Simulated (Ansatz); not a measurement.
`[GeH3][TeH]` + `FC(F)F` → `FC(F)(F)[TeH]` + GeH₄ at 298.15 K and 1 bar (formal exchange of groups at a Te–Ge bond).

Calculated with Ansatz (gas phase, PBE0-D4/def2-TZVP geometries, no zero-point term in ΔE). CCSD(T)/CBS is the MP2 limit (def2-TZVPP, def2-QZVPP) plus CCSD(T) − MP2 in def2-TZVPP, frozen cores. This one scheme is used for every species. def2 core potentials past Kr. For Ge, Te outer-core shells are correlated without core-valence functions, which leaves a few kJ/mol of doubt a bond. Scalar relativity is left out up to krypton.

```tsv
species	CCSD(T)/CBS energy (Eh)	H − E (kJ/mol)	S (J/(mol·K))
`[GeH3][TeH]`	-2346.24724	93.7	311.2
`FC(F)F`	-338.02896	78.4	259.5
`FC(F)(F)[TeH]`	-605.73243	71.1	333.0
GeH₄	-2078.49493	88.5	217.3
```

H − E and S are ideal-gas, rigid-rotor, harmonic terms from PBE0-D4/def2-TZVP. 1 Eh = 2625.50 kJ/mol, R = 8.31446 J/(mol·K).

By hand: ΔE, ΔH, ΔS and ΔG.

ΔE = (-605.73243) + (-2078.49493) − (-2346.24724) − (-338.02896) = 0.04884 Eh = 128.2 kJ/mol. Δ(H − E) = 71.1 + 88.5 − 93.7 − 78.4 = -12.5, so ΔH = 115.7 kJ/mol. ΔS = 333.0 + 217.3 − 311.2 − 259.5 = -20.4 J/(mol·K). ΔG = 115.7 − 298.15 × (-20.4)/1000 = 121.8 kJ/mol.

By hand: the equilibrium constant, and the temperature at which ΔG would vanish if ΔH and ΔS stayed fixed.

log₁₀ K = −ΔG/(RT ln 10) = -21.3. ΔH and −TΔS have one sign here, so there is no such temperature.

ΔH outweighs TΔS. A doubt of 5 kJ/mol in ΔE shifts log₁₀ K by 0.9 here. These are equilibria of isolated gas molecules and say nothing of rates. Largest T1 diagnostic: 0.012 (customary marks: 0.02 for closed shells, 0.045 for open ones).
